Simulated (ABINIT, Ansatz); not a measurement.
# SiC (Moissanite): G0W0 on several meshes in ABINIT

Wanted: mesh dependence and cost of G0W0 for SiC (Moissanite).

Calculated with ABINIT 10.8.3; PBE and many-body steps on it, plane waves.

## (1) The starting structure

It takes space group P6_3mc (No. 186, hexagonal). The conventional cell has a = 3.081 Å, b = 3.081 Å, c = 15.125 Å, α = 90.00°, β = 90.00°, γ = 120.00°. Si has 4 C at 1.88 to 1.90 Å nearest. Nearest to Si lie 4 C at 1.89 Å. Nearest to C lie 4 Si at 1.88 to 1.89 Å. Nearest to C lie 4 Si at 1.89 Å. Nearest to C lie 4 Si at 1.89 to 1.90 Å. Farther neighbours are not listed.

The cell and positions come from the Crystallography Open Database and are kept as given unless a step says otherwise.

## (2) Empty states on the mesh, 6×6×1 mesh, 653 bands

This step: ABINIT 10.8.3; DFT, PBE, plane waves, norm-conserving pseudopotentials.

The sums over transitions need many empty states on a uniform mesh; this step solves for them.

run.abi

```
acell 3*1.0 Angstrom
rprim 
  3.081000000023 -0.000000000005 0.000000000000
  -1.540500000007 2.668224269083 0.000000000000
  0.000000000000 0.000000000000 15.124800000000
ntypat 2
znucl 14 6
natom 12
typat 1 1 1 1 1 1 2 2 2 2 2 2
xred 
  0.000000000000 0.000000000000 0.000000000000
  0.000000000000 0.000000000000 0.500000000000
  0.333333333333 0.666666666667 0.166400000000
  0.666666666667 0.333333333333 0.666400000000
  0.666666666667 0.333333333333 0.332900000000
  0.333333333333 0.666666666667 0.832900000000
  0.333333333333 0.666666666667 0.041200000000
  0.666666666667 0.333333333333 0.541200000000
  0.666666666667 0.333333333333 0.208000000000
  0.333333333333 0.666666666667 0.708000000000
  0.000000000000 0.000000000000 0.374600000000
  0.000000000000 0.000000000000 0.874600000000
pp_dirpath "pseudos"
pseudos "Si.upf, C.upf"
ecut 37
ngkpt 6 6 1
nshiftk 1
shiftk 0 0 0
kptopt 1
chksymbreak 0
iscf -2
irdden 1
istwfk *1
nband 653
nbdbuf 58
tolwfr 1e-09
nstep 60
prtvol 0
indata_prefix "in"
outdata_prefix "out"
tmpdata_prefix "tmp"
```

The run is started by

```bash
$ OMP_NUM_THREADS=1 mpirun -n 8 abinit run.abi > log
```

Numbers of over 12 decimals in the logs are rounded to 6 here.

Log:

```text
.Version 10.8.3 of ABINIT. v10.8.2 released Aug 2026.

 Symmetries : space group P6_3 m c (#186); Bravais hP (primitive hexag.)
[... echo of the input left out ...]
== DATASET  1 ==================================================================
-   mpi_nproc: 8, omp_nthreads: 1 (-1 if OMP is not activated)
-    --> not optimal distribution: autoparal keyword recommended in input file <--

--- !DatasetInfo
iteration_state: {dtset: 1, }
dimensions: {natom: 12, nkpt: 7, mband: 653, nsppol: 1, nspinor: 1, nspden: 1, mpw: 9084, }
cutoff_energies: {ecut:  37.0, pawecutdg:  -1.0, }
[...]
5.76939    5.76939    5.77854    5.77854    5.82514    5.82712    5.82713    5.84845
   5.84847    5.85852    5.86101    5.88418    5.88475    5.90784    5.91004    5.91216
   5.91672    5.94570    5.95642    5.96160    5.96568
 prteigrs : prtvol=0 or 1, do not print more k-points.

== END DATASET(S) ==============================================================
================================================================================

 -outvars: echo values of variables after computation  --------
            nband         653
             nkpt           7
          spgroup         186
 [... the other variables as echoed above ...]

 Calculation completed.
```

Elapsed: 9 min, on 8 MPI ranks of Arm Neoverse V2, shared host; peak memory 1.7 GiB.

This step gave:

- gap: 2.017 eV
- k of the valence top: 0, 0, 0
- k of the conduction bottom: 0.5, 0, 0
- least direct gap: 3.123 eV
- k points computed: 7
- lowest point of the top converged band, above the valence top: 144.1210 eV

On this mesh the gap is 2.017 eV.

The density comes from a self-consistent run that is not shown.

## (3) Screening, 6×6×1 mesh, 257 bands, screening to 141.5 eV

The RPA dielectric matrix is built and inverted for each q.

This step: RPA screening on PBE, plane waves, norm-conserving pseudopotentials.

Changes to run.abi since step 2:

```diff
@@ -30,10 +30,11 @@
 chksymbreak 0
-iscf -2
-irdden 1
 istwfk *1
-nband 653
-nbdbuf 58
-tolwfr 1e-09
-nstep 60
-prtvol 0
+occopt 1
+irdwfk 1
+optdriver 3
+nband 257
+ecuteps 5.2
+inclvkb 2
+awtr 1
+symchi 1
 indata_prefix "in"
```

Log:

```text
.Version 10.8.3 of ABINIT. v10.8.2 released Aug 2026.

 Symmetries : space group P6_3 m c (#186); Bravais hP (primitive hexag.)
[... echo of the input left out ...]
== DATASET  1 ==================================================================
-   mpi_nproc: 8, omp_nthreads: 1 (-1 if OMP is not activated)

--- !DatasetInfo
iteration_state: {dtset: 1, }
dimensions: {natom: 12, nkpt: 7, mband: 257, nsppol: 1, nspinor: 1, nspden: 1, mpw: 9084, }
cutoff_energies: {ecut:  37.0, pawecutdg:  -1.0, }
electrons: {nelect:   4.80000000E+01, charge:   0.00000000E+00, occopt:   1.00000000E+00, tsmear:   1.00000000E-02, }

 SCREENING: Calculation of the susceptibility and dielectric matrices

 Based on a program developped by R.W. Godby, V. Olevano, G. Onida, and L. Reining.
 Incorporated in ABINIT by V. Olevano, G.-M. Rignanese, and M. Torrent.
.Using double precision arithmetic ; gwpc =  8

[... cell and pseudopotentials left out ...]
--------------------------------------------------------------------------------

 ==== K-mesh for the wavefunctions ====
 Number of points in the irreducible wedge :     7
[... list of points left out ...]
 Together with 12 symmetry operations and time-reversal symmetry
 yields    36 points in the full Brillouin Zone.

 ==== Q-mesh for the screening function ====
 Number of points in the irreducible wedge :     7
[... list of points left out ...]
 Together with 12 symmetry operations and time-reversal symmetry
 yields    36 points in the full Brillouin Zone.

 setmesh: FFT mesh size selected  =    20x   20x  108
          total number of points  =        43200

 vcoul_init : cutoff-mode = AUXILIARY_FUNCTION
 q-points for optical limit:   1
     1)      0.000010    0.000020    0.000030

- screening: taking advantage of time-reversal symmetry
- Maximum band index for partially occupied states nbvw = 24
- Remaining bands to be divided among processors   nbcw = 233
- Number of bands treated by each node ~29

 Number of electrons calculated from density =   48.0000; Expected =   48.0000
 average of density, n =  0.057206
 r_s =    1.6100
 omega_plasma =   23.0715 [eV]

 calculating chi0 at frequencies [eV] :
  1    0.000000E+00    0.000000E+00
  2    0.000000E+00    2.307151E+01

--------------------------------------------------------------------------------
  q-point number  1        q = ( 0.000000, 0.000000, 0.000000) [r.l.u.]
--------------------------------------------------------------------------------
[... chi0 elements left out ...]
 For q-point:  0.000010 0.000020 0.000030
  dielectric constant =   6.9781
  dielectric constant without local fields =   7.6263

  Average fulfillment of the sum rule on Im[epsilon] for q-point    1 :     88.33  [%]
[... wings left out ...]
  q-point number  2        q = ( 0.166667, 0.000000, 0.000000) [r.l.u.]
--------------------------------------------------------------------------------
[... chi0 elements left out ...]
  Average fulfillment of the sum rule on Im[epsilon] for q-point    2 :     88.44  [%]

 [... 5 further q-points ...]
```

The job ended after 2.8 min (8 MPI ranks; peak memory 4 GiB; 22 min of CPU time).

Numbers from this step:

```
ε∞ with local fields, on this mesh, along the program's q direction : 6.978
the same without local fields                                       : 7.626
plasma frequency                                                    : 23.07 eV
plane waves in the screening matrix                                 : 431
```

Local fields lower ε∞ by 8 %. On a Γ-centred mesh this coarse the value itself is usually too large, while a short band sum pulls it down.

## (4) 6×6×1

The self-energy is evaluated for the states that the input lists, and the levels follow from it, in one-shot runs by the linearised quasiparticle equation.

This step: G0W0 on PBE, plane waves, norm-conserving pseudopotentials.

Changes to run.abi since step 3:

```diff
@@ -33,8 +33,17 @@
 irdwfk 1
-optdriver 3
+optdriver 4
 nband 257
+gwcalctyp 0
+ecutsigx 37
+symsigma 1
+nkptgw 2
+kptgw 
+  0.0000000000 0.0000000000 0.0000000000
+  0.5000000000 0.0000000000 0.0000000000
+bdgw 
+  23 26
+  23 26
 ecuteps 5.2
-inclvkb 2
-awtr 1
-symchi 1
+irdscr 1
+ppmodel 1
 indata_prefix "in"
```

Log:

```text
.Version 10.8.3 of ABINIT. v10.8.2 released Aug 2026.

 Symmetries : space group P6_3 m c (#186); Bravais hP (primitive hexag.)
[... echo of the input left out ...]
== DATASET  1 ==================================================================
-   mpi_nproc: 8, omp_nthreads: 1 (-1 if OMP is not activated)

--- !DatasetInfo
iteration_state: {dtset: 1, }
dimensions: {natom: 12, nkpt: 7, mband: 257, nsppol: 1, nspinor: 1, nspden: 1, mpw: 9084, }
cutoff_energies: {ecut:  37.0, pawecutdg:  -1.0, }
electrons: {nelect:   4.80000000E+01, charge:   0.00000000E+00, occopt:   1.00000000E+00, tsmear:   1.00000000E-02, }

 SIGMA: Calculation of the GW corrections

 Based on a program developped by R.W. Godby, V. Olevano, G. Onida, and L. Reining.
 Incorporated in ABINIT by V. Olevano, G.-M. Rignanese, and M. Torrent.
.Using double precision arithmetic ; gwpc =  8

[... cell and pseudopotentials left out ...]
--------------------------------------------------------------------------------

 ==== K-mesh for the wavefunctions ====
 Number of points in the irreducible wedge :     7
[... list of points left out ...]
 Together with 12 symmetry operations and time-reversal symmetry
 yields    36 points in the full Brillouin Zone.

 ==== Q-mesh for screening function ====
 Number of points in the irreducible wedge :     7
[... list of points left out ...]
 Together with 12 symmetry operations and time-reversal symmetry
 yields    36 points in the full Brillouin Zone.

 vcoul_init : cutoff-mode = AUXILIARY_FUNCTION
 q-points for optical limit:   1
     1)      0.000010    0.000020    0.000030
 setmesh: FFT mesh size selected  =    27x   27x  160
          total number of points  =       116640

 Number of electrons calculated from density =   48.0000; Expected =   48.0000
 average of density, n =  0.057206
 r_s =    1.6100
 omega_plasma =   23.0715 [eV]

 === KS Band Gaps ===
  >>>> For spin  1
   Minimum direct gap =   3.1231 [eV], located at k-point      :   0.5000  0.0000  0.0000
   Fundamental gap    =   2.0167 [eV], Top of valence bands at :   0.0000  0.0000  0.0000
                                       Bottom of conduction at :   0.5000  0.0000  0.0000
 SIGMA fundamental parameters:
 PLASMON POLE MODEL  1
 number of plane-waves for SigmaX                 8941
 number of plane-waves for SigmaC and W            431
 number of plane-waves for wavefunctions          8941
 number of bands                                   257
 number of independent spin polarizations            1
 number of spinorial components                      1
 number of k-points in IBZ                           7
 number of q-points in IBZ                           7
 number of symmetry operations                      12
 number of k-points in BZ                           36
 number of q-points in BZ                           36
 number of frequencies for dSigma/dE                 9
 frequency step for dSigma/dE [eV]                0.25
 number of omega for Sigma on real axis              0
 max omega for Sigma on real axis  [eV]           0.00
 zcut for avoiding poles [eV]                     0.10

 EPSILON^-1 parameters (SCR file):
 dimension of the eps^-1 matrix on file            431
 dimension of the eps^-1 matrix used               431
 number of plane-waves for wavefunctions          8941
 number of bands                                   257
 number of q-points in IBZ                           7
 number of frequencies                               2
 number of real frequencies                          1
 number of imag frequencies                          1

 matrix elements of self-energy operator (all in [eV])

 Perturbative Calculation

--- !SelfEnergy_ee
iteration_state: {dtset: 1, }
kpoint     : [   0.000,    0.000,    0.000, ]
spin       : 1
KS_gap     :    5.164
QP_gap     :    5.997
Delta_QP_KS:    0.833
data: !SigmaeeData |
     Band     E0 <VxcDFT>   SigX SigC(E0)      Z dSigC/dE  Sig(E)    E-E0       E
       23   6.871 -14.954 -17.604   2.282   0.794  -0.259 -15.247  -0.293   6.579
       24   6.871 -14.954 -17.604   2.282   0.794  -0.259 -15.247  -0.293   6.579
       25  12.036 -12.147  -6.933  -4.544   0.807  -0.240 -11.607   0.540  12.576
       26  12.207 -12.097  -6.845  -4.591   0.806  -0.241 -11.564   0.533  12.740

--- !SelfEnergy_ee
iteration_state: {dtset: 1, }
kpoint     : [   0.500,    0.000,    0.000, ]
spin       : 1
KS_gap     :    3.123
QP_gap     :    3.910
Delta_QP_KS:    0.787
data: !SigmaeeData |
     Band     E0 <VxcDFT>   SigX SigC(E0)      Z dSigC/dE  Sig(E)    E-E0       E
       23   5.209 -13.906 -16.983   2.457   0.792  -0.263 -14.397  -0.491   4.718
       24   5.765 -14.499 -17.613   2.550   0.791  -0.264 -14.946  -0.446   5.318
       25   8.888 -10.928  -6.753  -3.760   0.818  -0.223 -10.588   0.340   9.228
       26   9.078 -10.777  -6.493  -3.872   0.819  -0.222 -10.439   0.338   9.416

== END DATASET(S) ==============================================================
================================================================================

 -outvars: echo values of variables after computation  --------
           etotal      0.0000000000E+00
            nband         257
             nkpt           7
          spgroup         186
 [... the other variables as echoed above ...]

 Calculation completed.
```

Wall time 25 s (8 MPI ranks); peak memory 2.9 GiB; 3.3 min of CPU time.

Numbers from this step:

| Item | Value |
| --- | --- |
| G0W0 gap on the points computed | 2.649 eV |
| starting gap on the mesh | 2.017 eV |
| k of the valence top | 0, 0, 0 |
| k of the conduction bottom | 0.5, 0, 0 |
| Z at the valence top | 0.794 |
| Z at the conduction bottom | 0.818 |
| least direct G0W0 gap on the computed points | 3.91 eV |

The gap on the mesh goes from 2.02 eV to 2.65 eV, a correction of +0.63 eV.

## (5) Empty states on the mesh, 3×3×1 mesh, 281 bands

This step: DFT, PBE, plane waves, norm-conserving pseudopotentials.

Changes to run.abi since step 4:

```diff
@@ -25,3 +25,3 @@
 ecut 37
-ngkpt 6 6 1
+ngkpt 3 3 1
 nshiftk 1
@@ -30,20 +30,10 @@
 chksymbreak 0
+iscf -2
+irdden 1
 istwfk *1
-occopt 1
-irdwfk 1
-optdriver 4
-nband 257
-gwcalctyp 0
-ecutsigx 37
-symsigma 1
-nkptgw 2
-kptgw 
-  0.0000000000 0.0000000000 0.0000000000
-  0.5000000000 0.0000000000 0.0000000000
-bdgw 
-  23 26
-  23 26
-ecuteps 5.2
-irdscr 1
-ppmodel 1
+nband 281
+nbdbuf 24
+tolwfr 1e-09
+nstep 60
+prtvol 0
 indata_prefix "in"
```

Log:

```text
.Version 10.8.3 of ABINIT. v10.8.2 released Aug 2026.

 Symmetries : space group P6_3 m c (#186); Bravais hP (primitive hexag.)
[... echo of the input left out ...]
== DATASET  1 ==================================================================
-   mpi_nproc: 8, omp_nthreads: 1 (-1 if OMP is not activated)
-    --> not optimal distribution: autoparal keyword recommended in input file <--

--- !DatasetInfo
iteration_state: {dtset: 1, }
dimensions: {natom: 12, nkpt: 3, mband: 281, nsppol: 1, nspinor: 1, nspden: 1, mpw: 9084, }
cutoff_energies: {ecut:  37.0, pawecutdg:  -1.0, }
[...]
2.98471    2.99362    2.99835    3.00674    3.04274    3.04275    3.05917    3.05918
   3.06811    3.06813    3.08267    3.09525    3.09558    3.11210    3.11220    3.11240
   3.11445
 prteigrs : prtvol=0 or 1, do not print more k-points.

== END DATASET(S) ==============================================================
================================================================================

 -outvars: echo values of variables after computation  --------
            nband         281
             nkpt           3
          spgroup         186
 [... the other variables as echoed above ...]

 Calculation completed.
```

Wall time 2.1 min (8 MPI ranks); peak memory 0.69 GiB; 17 min of CPU time.

Numbers from this step:

```
gap                                                           : 2.813 eV
k of the valence top                                          : 0, 0, 0
k of the conduction bottom                                    : 0.3333, 0, 0
least direct gap                                              : 3.641 eV
k points computed                                             : 3
lowest point of the top converged band, above the valence top : 72.9616 eV
```

On this mesh the gap is 2.813 eV.

## (6) Screening, 3×3×1 mesh, 257 bands, screening to 141.5 eV

This step: RPA screening on PBE, plane waves, norm-conserving pseudopotentials.

Changes to run.abi since step 5:

```diff
@@ -30,10 +30,11 @@
 chksymbreak 0
-iscf -2
-irdden 1
 istwfk *1
-nband 281
-nbdbuf 24
-tolwfr 1e-09
-nstep 60
-prtvol 0
+occopt 1
+irdwfk 1
+optdriver 3
+nband 257
+ecuteps 5.2
+inclvkb 2
+awtr 1
+symchi 1
 indata_prefix "in"
```

Log:

```text
.Version 10.8.3 of ABINIT. v10.8.2 released Aug 2026.

 Symmetries : space group P6_3 m c (#186); Bravais hP (primitive hexag.)
[... echo of the input left out ...]
== DATASET  1 ==================================================================
-   mpi_nproc: 8, omp_nthreads: 1 (-1 if OMP is not activated)

--- !DatasetInfo
iteration_state: {dtset: 1, }
dimensions: {natom: 12, nkpt: 3, mband: 257, nsppol: 1, nspinor: 1, nspden: 1, mpw: 9084, }
cutoff_energies: {ecut:  37.0, pawecutdg:  -1.0, }
electrons: {nelect:   4.80000000E+01, charge:   0.00000000E+00, occopt:   1.00000000E+00, tsmear:   1.00000000E-02, }

 SCREENING: Calculation of the susceptibility and dielectric matrices

 Based on a program developped by R.W. Godby, V. Olevano, G. Onida, and L. Reining.
 Incorporated in ABINIT by V. Olevano, G.-M. Rignanese, and M. Torrent.
.Using double precision arithmetic ; gwpc =  8

[... cell and pseudopotentials left out ...]
--------------------------------------------------------------------------------

 ==== K-mesh for the wavefunctions ====
 Number of points in the irreducible wedge :     3
[... list of points left out ...]
 Together with 12 symmetry operations and time-reversal symmetry
 yields     9 points in the full Brillouin Zone.

 ==== Q-mesh for the screening function ====
 Number of points in the irreducible wedge :     3
[... list of points left out ...]
 Together with 12 symmetry operations and time-reversal symmetry
 yields     9 points in the full Brillouin Zone.

 setmesh: FFT mesh size selected  =    20x   20x  108
          total number of points  =        43200

 vcoul_init : cutoff-mode = AUXILIARY_FUNCTION
 q-points for optical limit:   1
     1)      0.000010    0.000020    0.000030

- screening: taking advantage of time-reversal symmetry
- Maximum band index for partially occupied states nbvw = 24
- Remaining bands to be divided among processors   nbcw = 233
- Number of bands treated by each node ~29

 Number of electrons calculated from density =   48.0000; Expected =   48.0000
 average of density, n =  0.057206
 r_s =    1.6100
 omega_plasma =   23.0715 [eV]

 calculating chi0 at frequencies [eV] :
  1    0.000000E+00    0.000000E+00
  2    0.000000E+00    2.307151E+01

--------------------------------------------------------------------------------
  q-point number  1        q = ( 0.000000, 0.000000, 0.000000) [r.l.u.]
--------------------------------------------------------------------------------
[... chi0 elements left out ...]
 For q-point:  0.000010 0.000020 0.000030
  dielectric constant =   9.8035
  dielectric constant without local fields =  10.7097

  Average fulfillment of the sum rule on Im[epsilon] for q-point    1 :     88.29  [%]
[... wings left out ...]
  q-point number  2        q = ( 0.333333, 0.000000, 0.000000) [r.l.u.]
--------------------------------------------------------------------------------
[... chi0 elements left out ...]
  Average fulfillment of the sum rule on Im[epsilon] for q-point    2 :     84.61  [%]

 [... 1 further q-points ...]
```

It took 41 s on 8 MPI ranks; peak memory 2.5 GiB; 5.4 min of CPU time.

Numbers from this step:

```yaml
eps_infinity_with_local_fields_on_this_mesh_along_the_program_s_q_direction: 9.803
the_same_without_local_fields: 10.71
plasma_frequency: 23.07 eV
plane_waves_in_the_screening_matrix: 431
```

(Part 1 of 2 ends here.)

[Paths, hosts, dates, memory and timing lines, banners, echoed tables and standing remarks are left out of the program output.]

[Logs are printed without paths, hosts, clocks, repeated set-up lines and the standing remarks that a program may print on its own settings, such as how far it seeks lower states.]

[Runs of the session that timed out or met a known fault of the program may be left out.]

[Hosts, paths, dates, database ids (printed as entryN), source tags and the programs' standing remarks are cut or masked in the printed files.]

[G0W0 gaps are taken among the corrected bands and points alone; a level outside them can change the order at an edge.]

[Where Ansatz stands beside ABINIT at settings called matched, ABINIT's density can come from a denser mesh and the files from another edition; pairs whose starting gaps differed by over 0.03 eV were left out, so agreement reads better than it is.]
